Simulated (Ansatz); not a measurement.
## Ge: changes ranked by their effect on the pressure

```
CELL_PARAMETERS angstrom
0.00000 2.82877 2.82877
2.82877 0.00000 2.82877
2.82877 2.82877 0.00000
ATOMIC_POSITIONS crystal
Ge 0.50000 0.50000 0.50000
Ge 0.75000 0.75000 0.75000
```

Atoms are numbered in the order listed.

The structure is an experimental refinement, used without relaxation.

Computed with DFT, PBE, all-electron LAPW, scalar-relativistic (Ansatz 0.2.0).

Settings: a Γ-centred 10×10×10 k mesh, Fermi–Dirac smearing of 0.05 eV, basis error target 0.25 meV/atom, no spin polarisation.

In this reference run the pressure is 3.6 GPa (positive in compression). Each change below is made alone, on the same k mesh, with fractional coordinates held unless an atom is moved; x, y and z are the Cartesian axes.

(1) One change shifts the pressure by +0.5 GPa. Which?
A. volume scaled by 1.02
B. functional lda
C. functional pbesol
D. equal xy, yz and zx engineering shear strains of +4 %
E. equal xy, yz and zx engineering shear strains of -1 %
F. volume scaled by 0.98

Results:

(1) D. The others give: volume scaled by 0.98, +1.6 GPa; equal xy, yz and zx engineering shear strains of -1 %, 0.0 GPa; functional lda, -4.9 GPa; volume scaled by 1.02, -1.4 GPa; functional pbesol, -3.0 GPa.
